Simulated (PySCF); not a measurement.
Functional dependence of a UV spectrum

1,3-cyclopentadiene, C₅H₆.
Numbering: `[CH:1]1=[CH:2][CH2:3][CH:4]=[CH:5]1` (hydrogens: H6 on C1; H7 on C2; H8, H9 on C3; H10 on C4; H11 on C5)

Linear-response calculations in the def2-SVPD basis (PySCF; singlets by full response, triplets Tamm–Dancoff, core orbitals frozen in the response; HF means time-dependent Hartree–Fock). 'Strongest' is the level of largest summed f among the singlets computed (10 roots, of which the last may lack a degenerate partner); it can jump between rows when another state enters that window. S1 is the lowest singlet of each run and needn't be the same state throughout; f(S1) is that of one state. Geometry: PBE0-D3(BJ)/def2-SVP; no solvent, vibrations or thermal averaging.

```json
{"functional": "LDA", "kind": "LDA", "S1 (eV)": "5.01", "f(S1)": "0.082", "strongest (eV)": "5.01", "T1 (eV)": "3.34", "HOMO (eV)": "-5.55", "gap (eV)": "3.86", "ionisation energy, ΔSCF (eV)": "8.75"}
{"functional": "PBE", "kind": "GGA", "S1 (eV)": "4.96", "f(S1)": "0.079", "strongest (eV)": "4.96", "T1 (eV)": "3.12", "HOMO (eV)": "-5.36", "gap (eV)": "3.85", "ionisation energy, ΔSCF (eV)": "8.48"}
{"functional": "B3LYP", "kind": "global hybrid, 20% exact exchange", "S1 (eV)": "5.03", "f(S1)": "0.082", "strongest (eV)": "5.03", "T1 (eV)": "3.09", "HOMO (eV)": "-6.15", "gap (eV)": "5.36", "ionisation energy, ΔSCF (eV)": "8.46"}
{"functional": "PBE0", "kind": "global hybrid, 25% exact exchange", "S1 (eV)": "5.13", "f(S1)": "0.084", "strongest (eV)": "5.13", "T1 (eV)": "3.04", "HOMO (eV)": "-6.36", "gap (eV)": "5.80", "ionisation energy, ΔSCF (eV)": "8.44"}
{"functional": "BHandHLYP", "kind": "global hybrid, 50% exact exchange", "S1 (eV)": "5.17", "f(S1)": "0.086", "strongest (eV)": "8.28", "T1 (eV)": "2.97", "HOMO (eV)": "-7.19", "gap (eV)": "7.68", "ionisation energy, ΔSCF (eV)": "8.23"}
{"functional": "CAM-B3LYP", "kind": "range-separated hybrid", "S1 (eV)": "5.18", "f(S1)": "0.086", "strongest (eV)": "5.18", "T1 (eV)": "3.09", "HOMO (eV)": "-7.63", "gap (eV)": "8.20", "ionisation energy, ΔSCF (eV)": "8.49"}
{"functional": "wB97X-D", "kind": "range-separated hybrid", "S1 (eV)": "5.19", "f(S1)": "0.088", "strongest (eV)": "8.25", "T1 (eV)": "3.18", "HOMO (eV)": "-8.18", "gap (eV)": "9.41", "ionisation energy, ΔSCF (eV)": "8.45"}
{"functional": "LC-wPBE", "kind": "range-separated hybrid", "S1 (eV)": "5.37", "f(S1)": "0.088", "strongest (eV)": "8.38", "T1 (eV)": "3.03", "HOMO (eV)": "-8.99", "gap (eV)": "10.69", "ionisation energy, ΔSCF (eV)": "8.57"}
```

**Question.** What does HF (Hartree–Fock) give?

**Answer.** S1 (eV) 5.24, f(S1) 0.088, strongest (eV) 8.40, T1 (eV) 2.52, HOMO (eV) -8.39, gap (eV) 11.50, ionisation energy, ΔSCF (eV) not settled. S1 runs from 4.96 eV (PBE) to 5.37 eV (LC-wPBE), a spread of 0.41 eV, while the orbital gap spreads over 7.7 eV. Along PBE (0%), B3LYP (20%), PBE0 (25%), BHandHLYP (50%), HF (100%) S1 rises with the share of exact exchange. −ε(HOMO) comes closest to its own ΔSCF ionisation energy with wB97X-D (-0.27 eV) and misses most with LDA (-3.20 eV). The lowest singlet of a reference set is 1B2(π→π*) at 5.54 eV (computed, theoretical best estimate (aug-cc-pVTZ), revised with CC4, gas; Loos, Lipparini, Matthews, Blondel, Jacquemin, revising reference values with EOM-CC4 (2022), arXiv:2204.11658). The lowest computed singlet differs from it by LC-wPBE -0.17, HF -0.30, wB97X-D -0.35, CAM-B3LYP -0.36, BHandHLYP -0.37, PBE0 -0.41, B3LYP -0.51, LDA -0.53, PBE -0.58 eV; geometry and basis of the reference needn't be the same. The lowest triplet of a reference set is 3B2(π→π*) at 3.31 eV (computed, theoretical best estimate (aug-cc-pVTZ, frozen core, CC3 geometry), gas; Veril, Scemama, Caffarel, Lipparini, Boggio-Pasqua, Jacquemin, Loos, WIREs Comput. Mol. Sci. 2021, 11, e1517 (QUESTDB)). The lowest computed triplet differs from it by LDA +0.03, wB97X-D -0.13, PBE -0.19, CAM-B3LYP -0.22, B3LYP -0.22, PBE0 -0.27, LC-wPBE -0.28, BHandHLYP -0.34, HF -0.79 eV; geometry and basis of the reference needn't be the same. 'Not settled' means that the ion's SCF failed to converge or may have ended in another state than the lowest.
